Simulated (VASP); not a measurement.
# BN: convergence, energy difference of two geometries

BN, R3m (no. 160), 2 atoms in the cell. PBE, energy difference of two geometries; PAW potentials N, B (PBE set). VASP 6.6.1.

Wanted: energy difference within 0.5 meV/atom.

What the run is for: energy difference; Accuracy asked: standard; Second geometry: volume scaled by 0.96.

The series start from Plane-wave cutoff (eV): 520; k-point mesh: 10 × 10 × 10; Precision mode (PREC): Accurate; Electronic threshold (eV): 1e-6; Aspherical gradient terms in the spheres (LASPH): yes; Electronic algorithm: ALGO=Normal. Each series keeps the choices made before it, and each single choice may use up half of a tolerance. Times cover all steps of a run.

## Plane-wave cutoff (eV)

| Plane-wave cutoff (eV) | Energy difference (meV/atom) | Time (s) |
|---|---|---|
| 320 | 23.64 | 20 |
| 400 | 21.59 | 17 |
| 460 | 20.90 | 31 |
| 520 | 20.56 | 51 |
| 600 | 20.60 | 54 |
| 700 | 20.58 | 33 |
| 840 (reference) | 20.61 | 62 |

## k-point mesh

| k-point mesh | Energy difference (meV/atom) | Time (s) |
|---|---|---|
| 3 × 3 × 3 | 20.41 | 5.4 |
| 4 × 4 × 4 | 20.20 | 7.6 |
| 5 × 5 × 5 | 20.68 | 9.5 |
| 7 × 7 × 7 | 20.55 | 17 |
| 8 × 8 × 8 | 20.56 | 31 |
| 10 × 10 × 10 | 20.56 | 51 |
| 13 × 13 × 13 | 20.55 | 71 |
| 16 × 16 × 16 | 20.55 | 140 |
| 20 × 20 × 20 (reference) | 20.55 | 194 |

## Precision mode (PREC)

| Precision mode (PREC) | Energy difference (meV/atom) | Time (s) |
|---|---|---|
| SingleN | 20.85 | 4.2 |
| Normal | 20.75 | 4.7 |
| Single | 20.67 | 6.6 |
| Accurate (reference) | 20.68 | 9.5 |

## Electronic threshold (eV)

| Electronic threshold (eV) | Energy difference (meV/atom) | Time (s) |
|---|---|---|
| 0.001 | 20.85 | 3.4 |
| 0.0001 | 20.85 | 3.9 |
| 1e-5 | 20.85 | 4.0 |
| 1e-6 | 20.85 | 4.2 |
| 1e-7 | 20.85 | 4.3 |
| 1e-8 (reference) | 20.85 | 4.5 |

## Aspherical gradient terms in the spheres (LASPH)

| Aspherical gradient terms in the spheres (LASPH) | Energy difference (meV/atom) | Time (s) |
|---|---|---|
| no | 21.04 | 2.8 |
| yes (reference) | 20.85 | 3.4 |

## Electronic algorithm

| Electronic algorithm | Energy difference (meV/atom) | Time (s) |
|---|---|---|
| ALGO=Normal | 21.04 | 2.8 |
| ALGO=Fast | 21.05 | 3.1 |
| ALGO=VeryFast | 21.04 | 3.9 |
| ALGO=All ISEARCH=1 | 21.04 | 3.2 |
| ALGO=All ISEARCH=0 | 21.04 | 3.2 |
| ALGO=Damped TIME=0.4 | 21.02 | 3.4 |
| ALGO=Damped TIME=0.1 | 21.01 | 3.9 |

## Question

The rows run from the loosest to the tightest (no order: electronic algorithm). For each series: choose the loosest value from which every tighter one stays within half of the tolerance; where there is no order, keep the first row unless others stay within half of the tolerance and take at least 30 % less time, and then take the fastest.

## Answer

- Plane-wave cutoff (eV): 520
- k-point mesh: 5 × 5 × 5
- Precision mode (PREC): SingleN
- Electronic threshold (eV): 0.001
- Aspherical gradient terms in the spheres (LASPH): no
- Electronic algorithm: ALGO=Normal

## All choices together

| Input | Energy difference (meV/atom) | Time (s) |
|---|---|---|
| the program's defaults (naive) | 22.26 | 6.5 |
| chosen settings | 21.04 | 2.8 |
| reference settings throughout | 20.61 | 644 |

The tolerance is met.

## The input

INCAR:
```
ALGO = Normal ; EDIFF = 0.001
EFERMI = MIDGAP ; ENCUT = 520
GGA = PE ; GGA_COMPAT = False
ISIF = 2 ; ISMEAR = 0
LASPH = False ; LCHARG = False
LREAL = False ; LWAVE = False
NELM = 120 ; PREC = SingleN
SIGMA = 0.03
```

KPOINTS:
```
Automatic mesh
0
Gamma
  5 5 5
  0 0 0
```

POSCAR.step1:
```
BN
1.0
    1.2511217832      0.7223354983      3.3729344033
   -1.2511217832      0.7223354983      3.3729344033
    0.0000000000     -1.4446709966      3.3729344033
N B
1 1
Direct
    0.6672382000      0.6672382000      0.6672382000
    0.0003288000      0.0003288000      0.0003288000
```

POSCAR.step2:
```
BN
1.0
    1.2342126593      0.7125730110      3.3273486205
   -1.2342126593      0.7125730110      3.3273486205
    0.0000000000     -1.4251460221      3.3273486205
N B
1 1
Direct
    0.6672382000      0.6672382000      0.6672382000
    0.0003288000      0.0003288000      0.0003288000
```

Commands (each step's output is kept before the next begins):
```
cat potpaw_PBE.64/N/POTCAR potpaw_PBE.64/B/POTCAR > POTCAR
cp POSCAR.step1 POSCAR
mpirun -np 1 vasp_std > vasp.out
cp POSCAR.step2 POSCAR
mpirun -np 1 vasp_std > vasp.out
```

The chosen input took VASP 6.6.1 2.8 s on 1 core (Intel Xeon Platinum 8488C (Sapphire Rapids)), a shared host.

## An input that fails: too few bands

VASP's message: The number of bands is not sufficient to hold all electrons. I am sorry, but this calculation does not make sense. If you want to calculate only selected states, you need to set either EFERMI or EREF. EREF specifies around which energy states are supposed to be calculated. I found NBANDS = 3, NELECT = ….

Changes against the starting input:
```
- NELM = 120
+ NELM = 74
+ NBANDS = 3
```
